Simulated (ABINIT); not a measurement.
# MoS2 (C2/m) in ABINIT: single point with PBEsol

Aim: the single point of MoS2 with PBEsol.

Everything below comes from runs of ABINIT 10.8.3 (patched build). Logs are shortened: lines on timing, memory, paths and dates and some standing lists are left out, and cuts for length are marked. The log counts tension as positive stress, the text compression.

### 1 Starting point

Symmetry: C2/m, No. 12, monoclinic system. The conventional cell has a = 6.296 Å, b = 3.860 Å, c = 4.439 Å, α = 90.00°, β = 90.04°, γ = 90.00°. Mo (site symmetry 2/m) is surrounded by 6 S at 2.35 to 2.60 Å. S (site symmetry m) has 3 Mo at 2.35 to 2.60 Å as nearest neighbours.

The cell comes from a database or a generator and needn't be the stable form of this composition.

### 2 Single point, PBEsol

Contents of run.abi:

```
# Pseudopotentials
pp_dirpath "./"
pseudos "Mo.upf, S.upf"

# Structure
acell 3*1.0 Angstrom
rprim
     3.1479925200    -1.9297820300     0.0000000000
     3.1479925200     1.9297820300     0.0000000000
    -0.0030992400     0.0000000000     4.4393295900
ntypat 2
znucl 42 16
natom 3
typat 1 2 2
xred
     0.0000000000     0.0000000000     0.0000000000
     0.6879000000     0.6879000000     0.2889000000
     0.3121000000     0.3121000000     0.7111000000
chkprim 0
chksymtnons 0
tolsym 1.0e-6

# Plane-wave basis
ecut 36.0

# k points
kptopt 1
ngkpt 6 6 4
nshiftk 1
shiftk 0.0 0.0 0.0

# Exchange and correlation
ixc -116133

# Bands and occupations
nband 17
occopt 3
tsmear 0.00183747

# SCF cycle
nstep 100
tolvrs 1.0e-10

# Output
iomode 3
prtwf 0
prtden 0
prteig 0
prtebands 0
enunit 1
prtvol 2
```

Potentials or basis: PseudoDojo NC SR PBEsol v0.4 stringent.

On the command line:

```
$ abinit run.abi > log 2>&1
```

run.abo:

```text
.Version 10.8.3 of ABINIT
 Symmetries : space group C2/m (# 12); Bravais mC (1-face-center monocl.)
================================================================================
 Values of the parameters that define the memory need of the present run
     intxc =       0    ionmov =       0      iscf =       7    lmnmax =       6
     lnmax =       6     mgfft =      48  mpssoang =       3    mqgrid =    3001
     natom =       3  nloc_mem =       1    nspden =       1   nspinor =       1
    nsppol =       1      nsym =       4    n1xccc =    2501    ntypat =       2
    occopt =       3   xclevel =       2
       mpw =        3773          nfft =       76800          nkpt =          47
================================================================================
================================================================================

--------------------------------------------------------------------------------
------------- Echo of variables that govern the present computation ------------
--------------------------------------------------------------------------------
 -outvars: echo values of preprocessed input variables --------
            acell      1.8897261259E+00  1.8897261259E+00  1.8897261259E+00 Bohr
              amu      9.59400000E+01  3.20660000E+01
          chkprim           0
      chksymtnons           0
             ecut      3.60000000E+01 Hartree
           enunit           1
              ixc     -116133
         kptrlatt        6    0    0      0    6    0      0    0    4
          kptrlen      3.35564766E+01
            natom           3
            nband          17
            ngfft          40      40      48
             nkpt          47
            nstep         100
             nsym           4
           ntypat           2
           occopt           3
           prtden           0
        prtebands           0
           prteig           0
           prtvol           2
            prtwf           0
            rprim      3.1479925200E+00 -1.9297820300E+00  0.0000000000E+00
                       3.1479925200E+00  1.9297820300E+00  0.0000000000E+00
                      -3.0992400000E-03  0.0000000000E+00  4.4393295900E+00
          spgroup          12
           tolsym      1.00000000E-06
           tolvrs      1.00000000E-10
           tsmear      1.83747000E-03 Hartree
            typat      1  2  2
           xangst      0.0000000000E+00  0.0000000000E+00  0.0000000000E+00
                       4.3301127386E+00 -6.4423760020E-17  1.2825223186E+00
                       1.9627730614E+00  5.4047237480E-17  3.1568072714E+00
            xcart      0.0000000000E+00  0.0000000000E+00  0.0000000000E+00
                       8.1827271702E+00 -1.2174326244E-16  2.4236159324E+00
                       3.7091035334E+00  1.0213447670E-16  5.9655011753E+00
             xred      0.0000000000E+00  0.0000000000E+00  0.0000000000E+00
                       6.8790000000E-01  6.8790000000E-01  2.8890000000E-01
                       3.1210000000E-01  3.1210000000E-01  7.1110000000E-01
            znucl       42.00000   16.00000

================================================================================

 chkinp: Checking input parameters for consistency.

================================================================================
== DATASET  1 ==================================================================

--- !DatasetInfo
iteration_state: {dtset: 1, }
dimensions: {natom: 3, nkpt: 47, mband: 17, nsppol: 1, nspinor: 1, nspden: 1, mpw: 3773, }
cutoff_energies: {ecut:  36.0, pawecutdg:  -1.0, }
electrons: {nelect:   2.60000000E+01, charge:   0.00000000E+00, occopt:   3.00000000E+00, tsmear:   1.83747000E-03, }
meta: {optdriver: 0, ionmov: 0, optcell: 0, iscf: 7, paral_kgb: 0, }
...

 Real(R)+Recip(G) space primitive vectors, cartesian coordinates (Bohr,Bohr^-1):
 R(1)=  5.9488437 -3.6467595  0.0000000  G(1)=  0.0840499 -0.1371080  0.0000587
 R(2)=  5.9488437  3.6467595  0.0000000  G(2)=  0.0840499  0.1371080  0.0000587
 R(3)= -0.0058567  0.0000000  8.3891171  G(3)=  0.0000000  0.0000000  0.1192021
 Unit cell volume ucvol=  3.6398705E+02 bohr^3
 Angles (23,13,12)=  9.00341023E+01  9.00341023E+01  6.30182511E+01 degrees

 getcut: wavevector=  0.0000  0.0000  0.0000  ngfft=  40  40  48
         ecut(hartree)=     36.000   => boxcut(ratio)=   2.11840

--- Pseudopotential description ------------------------------------------------
- pspini: atom type   1  psp file is ./Mo.upf
[... 71 lines left out ...]
 ------------------------------------------------
 Atom  Sphere_radius  Integrated_density
    1        2.00000         10.44685947
    2        2.00000          3.87646708
    3        2.00000          3.87646708
================================================================================

 ----iterations are completed or convergence reached----

 Mean square residual over all n,k,spin=   17.105E-12; max=  10.845E-09
   0.0000  0.0000  0.0000    1  1.08448E-08 kpt; spin; max resid(k); each band:
  4.20E-16 2.50E-16 4.68E-17 1.29E-16 9.88E-17 1.16E-16 2.59E-16 5.80E-16
  6.68E-16 1.91E-16 6.38E-16 5.53E-16 4.33E-17 2.00E-16 6.11E-15 3.39E-12
  1.08E-08
   0.1667  0.0000  0.0000    1  4.61265E-11 kpt; spin; max resid(k); each band:
  4.16E-16 2.67E-16 6.74E-17 1.43E-16 1.06E-16 1.24E-16 3.15E-16 5.81E-16
  6.54E-16 4.37E-16 8.00E-16 7.26E-16 5.93E-16 8.51E-16 1.69E-15 2.75E-12
  4.61E-11
   0.3333  0.0000  0.0000    1  6.03627E-15 kpt; spin; max resid(k); each band:
  4.46E-16 3.28E-16 1.26E-16 1.61E-16 1.19E-16 1.32E-16 3.93E-16 3.34E-16
  7.15E-16 4.98E-16 6.18E-16 4.72E-16 5.75E-16 4.54E-16 5.53E-16 4.01E-15
  6.04E-15
   0.5000  0.0000  0.0000    1  4.85344E-13 kpt; spin; max resid(k); each band:
  4.71E-16 3.56E-16 1.49E-16 1.70E-16 1.45E-16 1.08E-16 3.83E-16 9.07E-16
  4.36E-16 7.58E-17 2.04E-16 2.03E-16 6.02E-16 3.04E-16 2.53E-16 6.59E-15
  4.85E-13
   0.1667  0.1667  0.0000    1  7.81844E-10 kpt; spin; max resid(k); each band:
[... 156 lines left out ...]
  3.39E-16 4.13E-16 1.11E-16 2.12E-16 9.38E-17 2.04E-16 6.52E-16 3.48E-16
  4.92E-16 5.36E-16 6.85E-16 4.07E-16 3.81E-16 4.90E-16 9.88E-16 9.48E-16
  4.55E-14
   0.5000  0.3333  0.5000    1  8.33711E-13 kpt; spin; max resid(k); each band:
  3.96E-16 4.10E-16 1.21E-16 2.11E-16 1.08E-16 2.00E-16 4.72E-16 4.15E-16
  4.17E-16 2.69E-16 7.03E-16 5.95E-16 3.04E-16 2.00E-16 8.65E-16 2.03E-14
  8.34E-13
  -0.3333  0.3333  0.5000    1  3.98826E-13 kpt; spin; max resid(k); each band:
  4.40E-16 3.71E-16 1.22E-16 1.95E-16 1.18E-16 1.66E-16 3.79E-16 3.74E-16
  2.39E-16 2.85E-16 8.68E-16 6.75E-16 1.31E-16 3.14E-16 5.49E-16 5.74E-15
  3.99E-13
   0.5000  0.5000  0.5000    1  4.10517E-11 kpt; spin; max resid(k); each band:
  4.30E-16 4.20E-16 1.24E-16 2.22E-16 1.14E-16 2.17E-16 5.08E-16 2.76E-16
  4.84E-16 5.73E-16 1.21E-16 1.91E-16 2.65E-16 5.90E-17 2.97E-16 5.10E-15
  4.11E-11
 reduced coordinates (array xred) for    3 atoms
       0.000000000000      0.000000000000      0.000000000000
       0.687900000000      0.687900000000      0.288900000000
       0.312100000000      0.312100000000      0.711100000000
 rms dE/dt=  9.2500E-02; max dE/dt=  1.1510E-01; dE/dt below (all hartree)
    1       0.000000000000      0.000000000000      0.000000000000
    2       0.112372104821      0.112372104821      0.115101827933
    3      -0.112372104821     -0.112372104821     -0.115101827933

 cartesian coordinates (angstrom) at end:
    1      0.00000000000000     0.00000000000000     0.00000000000000
    2      4.33011273858000    -0.00000000000000     1.28252231855100
    3      1.96277306142000     0.00000000000000     3.15680727144900

 cartesian forces (hartree/bohr) at end:
    1     -0.00000000000000     0.00000000000000    -0.00000000000000
    2     -0.01888973896676     0.00000000000000    -0.01373356197878
    3      0.01888973896676    -0.00000000000000     0.01373356197878
 frms,max,avg= 1.1009420E-02 1.8889739E-02   0.000E+00  0.000E+00  0.000E+00 h/b

 cartesian forces (eV/Angstrom) at end:
    1     -0.00000000000000     0.00000000000000    -0.00000000000000
    2     -0.97134943241757     0.00000000000000    -0.70620815124221
    3      0.97134943241757    -0.00000000000000     0.70620815124221
 frms,max,avg= 5.6612713E-01 9.7134943E-01   0.000E+00  0.000E+00  0.000E+00 e/A
 length scales=  1.889726125908  1.889726125908  1.889726125908 bohr
              =  1.000000000000  1.000000000000  1.000000000000 angstroms
 Fermi (or HOMO) energy (eV) =   8.36255   Average Vxc (eV)= -11.32880
 Eigenvalues (   eV  ) for nkpt=  47  k points:
 kpt#   1, nband= 17, wtk=  0.00694, kpt=  0.0000  0.0000  0.0000 (reduced coord)
 -53.08835  -27.32965  -27.15929  -26.98982   -6.37142   -2.85217    2.35670    3.40746
   3.65885    7.29991    7.67019    7.71192    7.85448    8.93246    9.07274   10.13133
  11.07471
 kpt#   2, nband= 17, wtk=  0.02778, kpt=  0.1667  0.0000  0.0000 (reduced coord)
 -53.08741  -27.33904  -27.17031  -26.98785   -6.09965   -3.11545    2.68884    3.61876
   3.86875    5.99069    6.52098    7.53811    8.15872    8.29184    9.23629   11.02875
  11.61308
 kpt#   3, nband= 17, wtk=  0.02778, kpt=  0.3333  0.0000  0.0000 (reduced coord)
 -53.08553  -27.36003  -27.19023  -26.98365   -5.38688   -3.72630    3.35031    3.58767
   4.22544    5.27906    5.63561    6.10541    7.91029    8.44778    9.19610   11.39284
  12.24017
 kpt#   4, nband= 17, wtk=  0.01389, kpt=  0.5000  0.0000  0.0000 (reduced coord)
 -53.08458  -27.37144  -27.19912  -26.98143   -4.54050   -4.47816    2.78466    4.55302
   4.59043    4.80857    5.12577    5.97232    7.79544    8.45414    8.71391   11.30225
  12.77068
 kpt#   5, nband= 17, wtk=  0.01389, kpt=  0.1667  0.1667  0.0000 (reduced coord)
[... 156 lines left out ...]
 -53.08441  -27.38886  -27.17646  -26.98789   -5.00827   -3.93625    2.71987    3.17331
   3.99164    5.67171    6.12905    6.69729    8.13430    9.04609    9.34763   10.41343
  11.40911
 kpt#  45, nband= 17, wtk=  0.02778, kpt=  0.5000  0.3333  0.5000 (reduced coord)
 -53.08347  -27.39828  -27.18740  -26.98540   -4.82803   -3.82754    2.67520    2.84076
   4.01839    5.18949    5.92103    6.78001    8.29126    8.60714    9.03711   11.12444
  12.34206
 kpt#  46, nband= 17, wtk=  0.01389, kpt= -0.3333  0.3333  0.5000 (reduced coord)
 -53.08351  -27.38647  -27.20136  -26.98430   -4.51248   -4.09901    2.67492    2.68227
   4.16794    4.59427    6.01361    6.62936    8.28931    8.85060    8.95095   11.88178
  12.84335
 kpt#  47, nband= 17, wtk=  0.00694, kpt=  0.5000  0.5000  0.5000 (reduced coord)
 -53.08313  -27.40872  -27.18231  -26.98523   -4.91298   -3.66774    2.43777    3.15002
   3.76712    5.22409    6.39678    7.05596    8.15484    8.35829    8.79665   10.53730
  12.31009
 Total charge density [el/Bohr^3]
)     Maximum=    9.3913E-01  at reduced coord.    0.9500    0.9750    0.9167
)Next maximum=    9.3913E-01  at reduced coord.    0.9750    0.9500    0.9167
)     Minimum=    2.8234E-03  at reduced coord.    0.7000    0.6750    0.2917
)Next minimum=    2.8234E-03  at reduced coord.    0.6750    0.7000    0.2917
   Integrated=    2.6000E+01

--- !EnergyTerms
iteration_state     : {dtset: 1, }
comment             : Components of total free energy in Hartree
kinetic             :  2.98165606816231E+01
hartree             :  1.75647372898886E+01
xc                  : -1.64610857394362E+01
Ewald energy        : -6.94315295137209E+01
psp_core            :  2.38484922438017E+00
local_psp           : -6.77752409817058E+01
non_local_psp       :  1.15886337796021E+01
internal            : -9.23130752593689E+01
'-kT*entropy'       : -1.29478163795462E-03
total_energy        : -9.23143700410068E+01
total_energy_eV     : -2.51200197924025E+03
band_energy         : -7.85954612569503E+00
...

 Cartesian components of stress tensor (hartree/bohr^3)
  sigma(1 1)=  5.05590883E-04  sigma(3 2)=  0.00000000E+00
  sigma(2 2)=  7.02038874E-04  sigma(3 1)=  2.52228021E-04
  sigma(3 3)= -3.46083834E-04  sigma(2 1)=  0.00000000E+00

-Cartesian components of stress tensor (GPa)         [Pressure= -8.4492E+00 GPa]
- sigma(1 1)=  1.48749973E+01  sigma(3 2)=  0.00000000E+00
- sigma(2 2)=  2.06546968E+01  sigma(3 1)=  7.42080457E+00
- sigma(3 3)= -1.01821379E+01  sigma(2 1)=  0.00000000E+00

== END DATASET(S) ==============================================================
================================================================================

 -outvars: echo values of variables after computation  --------
            acell      1.8897261259E+00  1.8897261259E+00  1.8897261259E+00 Bohr
           etotal     -9.2314370041E+01
            fcart     -0.0000000000E+00  6.3425203179E-19 -0.0000000000E+00
                      -1.8889738967E-02  6.3555110195E-20 -1.3733561979E-02
                       1.8889738967E-02 -6.9780714199E-19  1.3733561979E-02
            rprim      3.1479925200E+00 -1.9297820300E+00  0.0000000000E+00
                       3.1479925200E+00  1.9297820300E+00  0.0000000000E+00
                      -3.0992400000E-03  0.0000000000E+00  4.4393295900E+00
           strten      5.0559088309E-04  7.0203887410E-04 -3.4608383441E-04
                       0.0000000000E+00  2.5222802050E-04  0.0000000000E+00
           xangst      0.0000000000E+00  0.0000000000E+00  0.0000000000E+00
                       4.3301127386E+00 -6.4423760020E-17  1.2825223186E+00
                       1.9627730614E+00  5.4047237480E-17  3.1568072714E+00
             xred      0.0000000000E+00  0.0000000000E+00  0.0000000000E+00
                       6.8790000000E-01  6.8790000000E-01  2.8890000000E-01
                       3.1210000000E-01  3.1210000000E-01  7.1110000000E-01
 Calculation completed.
```

Run time: 2 min. Hardware: 1 thread of Arm Neoverse V1, shared host; peak memory 0.12 GiB.

What came out:

* Free energy: -2512.0020 eV
* Pressure: -8.4 GPa
* Largest force: 1.201 eV/Å
* Band gap on the k mesh: none (metal or under the smearing width)
* Valence electrons inside the program's atomic spheres: Mo 10.45; S 3.88

Forces in eV/Å, atoms in the order of the input:
```
Mo   0.000  0.000  0.000
S   -0.971  0.000 -0.706
S    0.971  0.000  0.706
```

Caveat: forces of over 1 eV/Å show positions far from the minimum, so gaps and moduli don't describe the material at rest.
